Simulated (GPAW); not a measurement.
# ZnSe (Stilleite) (F-43m) in GPAW: a series of runs, part 3 of 3

GPAW 26.7.0.

**6. Band structure, r2SCAN, spin-orbit coupling, no magnetisation**

run.py

```python
import numpy as np
from ase.dft.bandgap import bandgap
from ase.io import read, write
from ase.units import GPa
from gpaw import GPAW, PW
from gpaw.spinorbit import soc_eigenstates

atoms = read('ZnSe.xyz')

calc = GPAW(mode=PW(600),
            xc='MGGA_X_R2SCAN+MGGA_C_R2SCAN',
            kpts={'size': (7, 7, 7), 'gamma': True},
            occupations={'name': 'fermi-dirac', 'width': 0.05},
            nbands=18,
            convergence={'density': 1e-05, 'energy': 1e-05},
            maxiter=150,
            txt='gpaw.txt')
atoms.calc = calc
energy = atoms.get_potential_energy()
forces = atoms.get_forces()
stress = atoms.get_stress()
calc.write('gs.gpw')
write('result.traj', atoms)
print(f'Energy: {energy:.6f} eV')
print('Forces (eV/A):')
print(forces.round(4))
print('Stress (GPa):', (stress / GPa).round(3))
print('Fermi level:', round(calc.get_fermi_level(), 4), 'eV')
print(f'Gap: {bandgap(calc)[0]:.4f} eV, direct: {bandgap(calc, direct=True)[0]:.4f} eV')

path = atoms.cell.bandpath('GXWKGLUWLK,UX', npoints=80, eps=1e-4)
bs_calc = calc.fixed_density(kpts=path, symmetry='off', nbands=29,
                             convergence={'bands': 'CBM+6.0', 'eigenstates': 1e-6}, txt='bands.txt')
bs = bs_calc.band_structure()
bs.write('bs.json')
print(f'Gap on the path: {bandgap(bs_calc)[0]:.4f} eV')

soc = soc_eigenstates(bs_calc, theta=90, phi=45, ignore_xc_potential=True)
np.savetxt('soc_bands.dat', soc.eigenvalues(), fmt='%.4f')
mesh = soc_eigenstates('gs.gpw', theta=90, phi=45, ignore_xc_potential=True)
np.savetxt('soc_mesh.dat', mesh.eigenvalues(), fmt='%.4f')
print('Fermi level with spin-orbit coupling:', round(mesh.fermi_level, 4), 'eV')
```

ZnSe.xyz

```xyz
2
Lattice="0.0000000000 2.8338000000 2.8338000000 2.8338000000 0.0000000000 2.8338000000 2.8338000000 2.8338000000 0.0000000000" Properties=species:S:1:pos:R:3 pbc="T T T"
Se     4.2507000000      4.2507000000      4.2507000000
Zn     0.0000000000      0.0000000000      0.0000000000
```

Potentials or basis: GPAW PAW data sets (gpaw-data 1.2.1), pw.

The run is started by

```sh
> OMP_NUM_THREADS=1 python run.py
```

gpaw.txt:

```text
__  _  _
 | _ |_)|_||  |
 |__||  | ||/\| - 26.7.0

Input parameters:
  mode=PW(ecut=600.0),
  convergence={'density': 1e-05, 'energy': 1e-05},
  kpts=MonkhorstPack(size=(7, 7, 7), gamma=True),
  maxiter=150,
  nbands=18,
  occupations=Occupations(name='fermi-dirac', width=0.05),
  xc=XC(name='MGGA_X_R2SCAN+MGGA_C_R2SCAN')

Diagonalizing LCAO Hamiltonian
Converting LCAO to pw mode

                    Se

       Zn

Atoms  # Å, Bohr magnetons
|   | symbol |        x |        y |        z |    initial magnetic moments |
|---|--------|----------|----------|----------|-----------------------------|
| 0 |     Se | 4.250700 | 4.250700 | 4.250700 | ( 0.0000,  0.0000,  0.0000) |
| 1 |     Zn | 0.000000 | 0.000000 | 0.000000 | ( 0.0000,  0.0000,  0.0000) |

Unit cell  # Å
| periodic |        x |        y |        z |  lengths |    angles |
|----------|----------|----------|----------|----------|-----------|
|      yes | 0.000000 | 2.833800 | 2.833800 | 4.007598 | 60.000000 |
|      yes | 2.833800 | 0.000000 | 2.833800 | 4.007598 | 60.000000 |
|      yes | 2.833800 | 2.833800 | 0.000000 | 4.007598 | 60.000000 |

Number of symmetries: 24
Symmetry operations  # r_c * U_cc + t_c -> r_c
|    | kind |            matrix            |
|----|------|------------------------------|
|  0 |  E   |  1, 0, 0,  0, 1, 0,  0, 0, 1 |
|  1 |  σ   |  1, 0, 0,  0, 0, 1,  0, 1, 0 |
|  2 |  σ   |  1, 0,-1,  0, 1,-1,  0, 0,-1 |
|  3 |  C3  |  1, 0,-1,  0, 0,-1,  0, 1,-1 |
|  4 |  C3  |  1,-1, 0,  0,-1, 1,  0,-1, 0 |
|  5 |  σ   |  1,-1, 0,  0,-1, 0,  0,-1, 1 |
|  6 |  σ   |  0, 1, 0,  1, 0, 0,  0, 0, 1 |
|  7 |  C3  |  0, 1, 0,  0, 0, 1,  1, 0, 0 |
|  8 |  C2  |  0, 1,-1,  1, 0,-1,  0, 0,-1 |
|  9 |  S4  |  0, 1,-1,  0, 0,-1,  1, 0,-1 |
| 10 |  C3  |  0, 0, 1,  1, 0, 0,  0, 1, 0 |
| 11 |  σ   |  0, 0, 1,  0, 1, 0,  1, 0, 0 |
| 12 |  S4  |  0, 0,-1,  1, 0,-1,  0, 1,-1 |
| 13 |  C3  |  0, 0,-1,  0, 1,-1,  1, 0,-1 |
| 14 |  S4  |  0,-1, 1,  1,-1, 0,  0,-1, 0 |
| 15 |  C2  |  0,-1, 1,  0,-1, 0,  1,-1, 0 |
| 16 |  C3  |  0,-1, 0,  1,-1, 0,  0,-1, 1 |
| 17 |  S4  |  0,-1, 0,  0,-1, 1,  1,-1, 0 |
| 18 |  S4  | -1, 1, 0, -1, 0, 1, -1, 0, 0 |
| 19 |  C3  | -1, 1, 0, -1, 0, 0, -1, 0, 1 |
| 20 |  C3  | -1, 0, 1, -1, 1, 0, -1, 0, 0 |
| 21 |  S4  | -1, 0, 1, -1, 0, 0, -1, 1, 0 |
| 22 |  σ   | -1, 0, 0, -1, 1, 0, -1, 0, 1 |
| 23 |  C2  | -1, 0, 0, -1, 0, 1, -1, 1, 0 |

BZ-sampling:
  Number of BZ points: 343
  Number of IBZ points: 20

  Monkhorst-Pack size: [7, 7, 7]
  Monkhorst-Pack shift: [0, 0, 0]

K-points  # in reciprocal-cell coordinates
|     |                                coordinates |     weight |
|-----|--------------------------------------------|------------|
|   0 | (  0.00000000,   0.00000000,   0.00000000) | 0.00291545 |
|   1 | (  0.14285714,   0.14285714,   0.00000000) | 0.01749271 |
|   2 | (  0.14285714,   0.14285714,   0.14285714) | 0.02332362 |
|   3 | (  0.28571429,   0.14285714,   0.14285714) | 0.03498542 |
|   4 | (  0.28571429,   0.28571429,   0.00000000) | 0.01749271 |
|   5 | (  0.28571429,   0.28571429,   0.14285714) | 0.06997085 |
|   6 | (  0.28571429,   0.28571429,   0.28571429) | 0.02332362 |
|   7 | (  0.42857143,  -0.28571429,  -0.28571429) | 0.03498542 |
|   8 | (  0.42857143,   0.28571429,  -0.42857143) | 0.13994169 |
|   9 | (  0.42857143,   0.28571429,  -0.28571429) | 0.06997085 |
| ... |                                            |            |
|  19 | (  0.42857143,   0.42857143,   0.42857143) | 0.02332362 |

Plane wave coefficients: 1532
Cutoff: 600.0 eV

Spin-components: 1 (collinear spins)
Bands:           18
Projectors:      11
Spin-degeneracy: 2
Datatype:        complex128

Parallelization:
  kpt:    1
  domain: 1
  band:   1

Density:
  Valence electrons: 18.0
  Components: 1
  Grid points: [24 24 24]
  Charge: 0.0  # |e|

Potential:
  Grid points: [24 24 24]

species:
  Se:
    name:    Selenium
    Z:       34.0
    valence: 6
    core:    28
    charge:  0.0  # [|e|]
    compensation charges:
      type: gauss
      rc: 0.27  # [Å]
      lmax: 2
    cutoffs:
      filter: 1.77  # [Å]
      core: 2.67  # [Å]
    projectors
    | kind |    occ | energy [eV] | rcut [Å] |
    |------|--------|-------------|----------|
    |   4s |  2.000 |     -17.277 |    0.847 |
    |   4p |  4.000 |      -6.512 |    1.005 |
    |    s |        |       9.935 |    0.847 |
    |    p |        |      20.699 |    1.005 |
    |    d |        |       0.000 |    0.847 |

    Using partial waves for Se as LCAO basis

  Zn:
    name:    Zinc
    Z:       30.0
    valence: 12
    core:    18
    charge:  0.0  # [|e|]
    compensation charges:
      type: gauss
      rc: 0.37  # [Å]
      lmax: 2
    cutoffs:
      filter: 2.14  # [Å]
      core: 2.28  # [Å]
    projectors
    | kind |    occ | energy [eV] | rcut [Å] |
    |------|--------|-------------|----------|
    |   4s |  2.000 |      -5.977 |    1.286 |
    |   4p |  0.000 |      -1.117 |    1.270 |
    |   3d | 10.000 |     -10.142 |    1.180 |
    |    s |        |      21.234 |    1.286 |
    |    p |        |      26.095 |    1.270 |
    |    d |        |      17.070 |    1.180 |

    Using partial waves for Zn as LCAO basis

Reference energy: -114964.858784  # eV

eigensolver:
  PPCG
  Converge bands: occupied
  niter=2

density mixing:
  MSR1-Mixer
  Pratt-step length: 0.05
  Maximum mixing coefficient: 0.75
  Old densities: 10
  SVD Regularization: 0.005
  Good broyden scale: 1.0
  Trust region scale: 1.0
  Backstep threshold: 4.0
  History deletion threshold: 6.0
  Fourier metric: weight=20.0, sigma=0.015

occupation numbers:
  Fermi-Dirac:
    width: 0.0500  # eV

poisson solver:
  ecut: 4800.0  # eV

xc functional:
  name: MGGA_X_R2SCAN+MGGA_C_R2SCAN with 2 nearest neighbor stencil

convergence criteria:
- Maximum integral of absolute [dens]ity change: 1e-05 electrons / valence electron
- Maximum [total energy] change in last 3 cyles: 1e-05 eV / valence electron
- Maximum integral of absolute [eigenst]ate change: 4e-08 eV^2 / valence electron
maximum number of iterations: 150

SCF iterations
|iter     | |      energy | eigst |  dens |
|---------|-|-------------|-------|-------|
|iter:   1| |  -23.996640 | -0.27 |       |
|iter:   2| |  -22.229358 | -0.94 | -1.29 |
|iter:   3| |-57992243.604795 | +7.13 | -1.25 |
|iter:   4| |  -10.726035 | +1.95 | +2.79 |
|iter:   5| |  -22.096439 | +0.58 | -0.67 |
|iter:   6| |  -22.179151 | -1.10 | -2.12 |
|iter:   7| |  -22.178176 | -2.77 | -2.07 |
|iter:   8| |  -22.177972 | -3.89 | -2.65 |
|iter:   9| |  -22.177892 | -4.39 | -2.81 |
|iter:  10| |  -22.177893c| -6.01 | -3.77 |
|iter:  11| |  -22.177894c| -6.66 | -4.01 |
|iter:  12| |  -22.177892c| -7.19 | -3.95 |
|iter:  13| |  -22.177892c| -7.74c| -4.76 |
|iter:  14| |  -22.177892c| -8.02c| -5.46c|

Converged in 14 steps
Energy contributions relative to reference atoms: (reference = -114964.858784)

Energy contributions:
  Kinetic:          23.601832
  Coulomb:         -20.316172
  Zero:             -0.121606
  External:          0.000000
  Xc:              -25.341946
  Entropy:          -0.000000
  Spinorbit:         0.000000
  ----------------------------
  Free energy:     -22.177892
  Extrapolated:    -22.177892

dipole moment: (-7.006367, -7.006367, -7.006367)  # |e|*Ang

Fermi level: 4.574
Eigenvalues  # (at kpt = [0.000, 0.000, 0.000])
| band index |      eig [eV] | occ [0-2] |
|------------|---------------|-----------|
|          0 |       -10.149 |     2.000 |
|          1 |        -3.086 |     2.000 |
|          2 |        -3.086 |     2.000 |
|          3 |        -3.085 |     2.000 |
|          4 |        -2.674 |     2.000 |
|          5 |        -2.674 |     2.000 |
[... 10 lines left out ...]
|         16 |        17.373 |     0.000 |
|         17 |        17.373 |     0.000 |

Gap: 1.870 eV
Transition (v -> c):
  (s=0, k=0, n=8, [0.00, 0.00, 0.00]) -> (s=0, k=0, n=9, [0.00, 0.00, 0.00])
No difference between direct/indirect transitions

Forces  # eV/Ang
|        x |       y |        z |
|----------|---------|----------|
|  0.00000 | 0.00000 | -0.00000 |  # Se   0
| -0.00000 | 0.00000 | -0.00000 |  # Zn   1

Stress tensor  # eV/Ang^3
|         x |         y |        z |
|-----------|-----------|----------|
|  0.002581 | -0.000000 | 0.000000 |
| -0.000000 |  0.002581 | 0.000000 |
|  0.000000 |  0.000000 | 0.002581 |

# Writing to gs.gpw (mode='')
```

Wall time 83 s (1 thread of Intel Xeon 6975P-C (Granite Rapids), shared host); peak memory 0.4 GiB.

Results:

* Free energy: -22.1779 eV
* Pressure: -0.4 GPa
* Band gap on the k mesh: 1.74 eV, direct
* Band gap along the path: 1.74 eV, direct

Levels at the corners of the path, in eV from the valence-band top:
```tsv
point	band 15	band 16	band 17	band 18	band 19	band 20	band 21	band 22
Γ	0.00	0.00	0.00	0.00	1.74	1.74	6.08	6.08
X	-2.46	-2.46	-2.28	-2.28	3.21	3.21	3.75	3.75
W	-3.06	-2.88	-2.83	-2.81	5.67	5.71	5.91	6.03
K	-3.34	-3.22	-1.96	-1.96	3.86	3.86	5.88	5.98
Γ	0.00	0.00	0.00	0.00	1.74	1.74	6.08	6.08
L	-1.13	-1.13	-0.90	-0.90	2.92	2.92	6.71	6.71
U	-3.34	-3.22	-1.96	-1.96	3.86	3.86	5.88	5.98
W	-3.06	-2.88	-2.83	-2.81	5.67	5.71	5.91	6.03
L	-1.13	-1.13	-0.90	-0.90	2.92	2.92	6.71	6.71
K	-3.34	-3.22	-1.96	-1.96	3.86	3.86	5.88	5.98
U	-3.34	-3.22	-1.96	-1.96	3.86	3.86	5.88	5.98
X	-2.46	-2.46	-2.28	-2.28	3.21	3.21	3.75	3.75
```

Caveat: spin-orbit coupling was added after a scalar SCF, so levels and gaps hold it while energy, forces, pressure and moments don't; this program's spin-orbit splittings come out too wide for heavy elements; the PAW data sets were made with another functional, which shifts forces and pressure a little.

**7. Overview**

| task | level | potentials or basis | spin | band path | band points | spin axis theta (degrees) | spin axis phi (degrees) | gap on the mesh (eV) | V0 of scaled cells (Å³/atom) | B0 (GPa) |
| --- | --- | --- | --- | --- | --- | --- | --- | --- | --- | --- |
| equation of state | vdW-DF-cx | GPAW PAW data sets (gpaw-data 1.2.1), pw | off | - | - | - | - | - | 23.08 | 60 |
| equation of state | M06-L+D4 | GPAW PAW data sets (gpaw-data 1.2.1), pw | off | - | - | - | - | - | - | - |
| equation of state | BP86 | PAW data sets generated in the run's folder for this functional, pw | off | - | - | - | - | - | 23.55 | 57 |
| band structure | vdW-DF-cx | GPAW PAW data sets (gpaw-data 1.2.1), pw | SOC, no magnetisation | GXWKGLUWLK,UX | 100 | 54.7 | 45 | 1.14 | - | - |
| band structure | r2SCAN | GPAW PAW data sets (gpaw-data 1.2.1), pw | SOC, no magnetisation | GXWKGLUWLK,UX | 80 | 90 | 45 | 1.74 | - | - |

Alike in all rows: cell as given; k mesh 7 × 7 × 7; cutoff (eV) 600; smearing fermi-dirac 0.05 eV.

Caveats: the PAW data sets were made with another functional, which shifts forces and pressure a little (some runs); spin-orbit coupling was added after a scalar SCF, so levels and gaps hold it while energy, forces, pressure and moments don't (some runs); this program's spin-orbit splittings come out too wide for heavy elements (some runs); the points scatter about the fit (some runs).

Absolute energies hang on the potentials; compare differences alone.

**8. How close it comes**

Step 5. Measured gap of ZnSe: 2.695 eV (an exciton energy, a little under the gap; 300 K; “Alloy Disordering Effects on the Thermal Conductivity and Energy Gap Temperature Dependence of Cd1−xZnxSe Ternary Crystals Grown by the Bridgman Method”, 2023, pmc:10253836). This calculation gives 1.14 eV (-1.56 eV). So large a miss can be the level of theory's own, or it may mean another phase, state or a wrong row. The value is that of vdW-DF-cx, without temperature or zero-point motion.

Step 6. A measured gap of ZnSe is 2.695 eV (an exciton energy, a little under the gap; 300 K; “Alloy Disordering Effects on the Thermal Conductivity and Energy Gap Temperature Dependence of Cd1−xZnxSe Ternary Crystals Grown by the Bridgman Method”, 2023, pmc:10253836); the calculated 1.74 eV misses it by -0.95 eV. The value is that of r2SCAN, without temperature or zero-point motion.
